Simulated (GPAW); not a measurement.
# GaAs (F-43m) in GPAW: convergence with smearing width (eV), part 2 of 2

GPAW 26.7.0.

## Step 7: With smearing width (eV) 0.02

run.py reads:

```python
import json
import numpy as np
import spglib
from ase import Atoms
from ase.constraints import FixSymmetry
from ase.filters import FrechetCellFilter
from ase.io import read, write
from ase.optimize import BFGS
from ase.stress import full_3x3_to_voigt_6_stress, voigt_6_to_full_3x3_strain, voigt_6_to_full_3x3_stress
from ase.units import GPa
from gpaw import GPAW, PW, setup_paths

setup_paths.insert(0, '.')

atoms = read('GaAs.cif')
cell, positions, numbers = spglib.find_primitive(
    (atoms.cell[:], atoms.get_scaled_positions(), atoms.numbers), symprec=1e-4)
atoms = Atoms(numbers, cell=cell, scaled_positions=positions, pbc=True)

calc = GPAW(mode=PW(450),
            xc='LDA',
            kpts={'size': (7, 7, 7), 'gamma': True},
            occupations={'name': 'fermi-dirac', 'width': 0.02},
            nbands=11,
            convergence={'density': 1e-06, 'eigenstates': 1e-09},
            maxiter=150,
            txt='gpaw.txt')
atoms.calc = calc
atoms.set_constraint(FixSymmetry(atoms))
BFGS(FrechetCellFilter(atoms), trajectory='relax.traj', logfile='-').run(fmax=0.005, steps=40)
atoms.set_constraint()
energy = atoms.get_potential_energy()
forces = atoms.get_forces()
stress = atoms.get_stress()
calc.write('gs.gpw')
write('result.traj', atoms)
print('Cell:', atoms.cell.cellpar().round(4))
print(atoms.get_scaled_positions().round(5))

gpts = tuple(int(n) for n in calc.get_number_of_grid_points())
cell = atoms.cell[:].T
dataset = spglib.get_symmetry((atoms.cell[:], atoms.get_scaled_positions(), atoms.numbers), symprec=1e-4)
rotations = [cell @ w @ np.linalg.inv(cell) for w in dataset['rotations']]
strains, clamped, relaxed = [], [], []
for v in [0, 3]:
    for e in (-0.005, 0.005):
        voigt = np.zeros(6)
        voigt[v] = e
        F = voigt_6_to_full_3x3_strain(voigt)
        a = atoms.copy()
        a.set_cell(atoms.cell[:] @ F, scale_atoms=True)
        c = GPAW(mode=PW(450),
                 xc='LDA',
                 kpts={'size': (7, 7, 7), 'gamma': True},
                 occupations={'name': 'fermi-dirac', 'width': 0.02},
                 nbands=11,
                 convergence={'density': 1e-06, 'eigenstates': 1e-09},
                 maxiter=150,
                 gpts=gpts,
                 txt=f'strain-{v}{e:+.3f}.txt')
        a.calc = c
        s0 = s1 = a.get_stress() - stress
        BFGS(a, logfile=None).run(fmax=0.003, steps=25)
        s1 = a.get_stress() - stress
        print(v, e, 'clamped', (s0 / GPa).round(3), 'relaxed', (s1 / GPa).round(3), flush=True)
        for R in rotations:  # images under the point group
            eps = R @ (F - np.eye(3)) @ R.T
            strains.append(full_3x3_to_voigt_6_stress(eps) * [1, 1, 1, 2, 2, 2])
            for s, rows in ((s0, clamped), (s1, relaxed)):
                rows.append(full_3x3_to_voigt_6_stress(R @ voigt_6_to_full_3x3_stress(s) @ R.T))

C0, C = (np.linalg.lstsq(np.array(strains), np.array(s), rcond=None)[0].T / GPa for s in (clamped, relaxed))
print('Clamped-ion Cij (GPa):')
print(C0.round(1))
print('Relaxed-ion Cij (GPa):')
print(C.round(1))
json.dump({'clamped': C0.tolist(), 'relaxed': C.tolist()}, open('elastic.json', 'w'))
```

GaAs.cif reads:

```cif
data_GaAs
_cell_length_a 5.65370000
_cell_length_b 5.65370000
_cell_length_c 5.65370000
_cell_angle_alpha 90.00000000
_cell_angle_beta 90.00000000
_cell_angle_gamma 90.00000000
_space_group_name_H-M_alt 'F-43m'
_space_group_name_Hall 'F -4 2 3'
_space_group_IT_number 216
loop_
_space_group_symop_operation_xyz
'x,y,z'
'y,-x,-z'
'-x,-y,z'
'-y,x,-z'
'x,-y,-z'
'y,x,z'
'-x,y,-z'
'-y,-x,z'
'z,x,y'
'-z,y,-x'
'z,-x,-y'
'-z,-y,x'
'-z,x,-y'
'z,y,x'
'-z,-x,y'
'z,-y,-x'
'y,z,x'
'-x,-z,y'
'-y,z,-x'
'x,-z,-y'
'-y,-z,x'
'x,z,y'
'y,-z,-x'
'-x,z,-y'
'x,y+1/2,z+1/2'
'y,-x+1/2,-z+1/2'
'-x,-y+1/2,z+1/2'
'-y,x+1/2,-z+1/2'
'x,-y+1/2,-z+1/2'
'y,x+1/2,z+1/2'
'-x,y+1/2,-z+1/2'
'-y,-x+1/2,z+1/2'
'z,x+1/2,y+1/2'
'-z,y+1/2,-x+1/2'
'z,-x+1/2,-y+1/2'
'-z,-y+1/2,x+1/2'
'-z,x+1/2,-y+1/2'
'z,y+1/2,x+1/2'
'-z,-x+1/2,y+1/2'
'z,-y+1/2,-x+1/2'
'y,z+1/2,x+1/2'
'-x,-z+1/2,y+1/2'
'-y,z+1/2,-x+1/2'
'x,-z+1/2,-y+1/2'
'-y,-z+1/2,x+1/2'
'x,z+1/2,y+1/2'
'y,-z+1/2,-x+1/2'
'-x,z+1/2,-y+1/2'
'x+1/2,y,z+1/2'
'y+1/2,-x,-z+1/2'
'-x+1/2,-y,z+1/2'
'-y+1/2,x,-z+1/2'
'x+1/2,-y,-z+1/2'
'y+1/2,x,z+1/2'
'-x+1/2,y,-z+1/2'
'-y+1/2,-x,z+1/2'
'z+1/2,x,y+1/2'
'-z+1/2,y,-x+1/2'
'z+1/2,-x,-y+1/2'
'-z+1/2,-y,x+1/2'
'-z+1/2,x,-y+1/2'
'z+1/2,y,x+1/2'
'-z+1/2,-x,y+1/2'
'z+1/2,-y,-x+1/2'
'y+1/2,z,x+1/2'
'-x+1/2,-z,y+1/2'
'-y+1/2,z,-x+1/2'
'x+1/2,-z,-y+1/2'
'-y+1/2,-z,x+1/2'
'x+1/2,z,y+1/2'
'y+1/2,-z,-x+1/2'
'-x+1/2,z,-y+1/2'
'x+1/2,y+1/2,z'
'y+1/2,-x+1/2,-z'
'-x+1/2,-y+1/2,z'
'-y+1/2,x+1/2,-z'
'x+1/2,-y+1/2,-z'
'y+1/2,x+1/2,z'
'-x+1/2,y+1/2,-z'
'-y+1/2,-x+1/2,z'
'z+1/2,x+1/2,y'
'-z+1/2,y+1/2,-x'
'z+1/2,-x+1/2,-y'
'-z+1/2,-y+1/2,x'
'-z+1/2,x+1/2,-y'
'z+1/2,y+1/2,x'
'-z+1/2,-x+1/2,y'
'z+1/2,-y+1/2,-x'
'y+1/2,z+1/2,x'
'-x+1/2,-z+1/2,y'
'-y+1/2,z+1/2,-x'
'x+1/2,-z+1/2,-y'
'-y+1/2,-z+1/2,x'
'x+1/2,z+1/2,y'
'y+1/2,-z+1/2,-x'
'-x+1/2,z+1/2,-y'
loop_
_atom_site_label
_atom_site_type_symbol
_atom_site_symmetry_multiplicity
_atom_site_Wyckoff_symbol
_atom_site_fract_x
_atom_site_fract_y
_atom_site_fract_z
_atom_site_occupancy
As1 As 4 c 0.2500000000 0.2500000000 0.2500000000 1
Ga1 Ga 4 a 0.0000000000 0.0000000000 0.0000000000 1
```

Started as:

```
$ gpaw-setup -f LDA As Ga
$ OMP_NUM_THREADS=1 python run.py
```

Run time: 73 s. Hardware: 1 thread of Arm Neoverse V1, shared host; peak memory 0.21 GiB.

Results (log left out):

```yaml
Free_energy: -9.6041 eV
Relaxed_volume: 22.32 Å³/atom
Relaxed_cell: a = 3.982 Å, b = 3.982 Å, c = 3.982 Å, α = 60.00°, β = 60.00°, γ = 60.00°
Space_group_after_relaxing_to_0.05_Å: F-43m (No. 216)
Pressure_after_relaxing: 0.0 GPa
Band_gap_on_the_k_mesh: 0.45 eV, direct
Elastic_constants_C11_C12_C44: 118, 56, 57 GPa
Voigt_bulk_modulus: 76 GPa
Bulk_modulus_Hill: 76 GPa
Shear_modulus_Hill: 45 GPa
Young's_modulus: 112 GPa
Poisson's_ratio_from_the_elastic_constants: 0.26
```

## Step 8: Summary

```
smearing width (eV)  energy less the tightest run, at zero smearing (meV/atom)  gap on the mesh (eV)  SCF cycles  CPU time (s)  peak memory (GiB)
                0.4                                                      15.79                 0.000          10            72               0.21
               0.25                                                       2.93                 0.439          10            73               0.21
               0.15                                                       0.40                 0.447          10            72               0.21
                0.1                                                       0.10                 0.451          10            72               0.21
               0.05                                                       0.01                 0.454          10            73               0.21
               0.02                                                       0.00                 0.454          10            73               0.21
```

Against the tightest run, the energy stays within 1 meV/atom from 0.15 on; the gap on the mesh stays within 0.01 eV from 0.15 on. The tightest run that finished is the yardstick and may itself not be fully converged.

Caveats: the cutoff is short for stress and forces, so pressures can be off by a GPa or more; the density grid can change from cell to cell, which puts small steps into energies and stress.
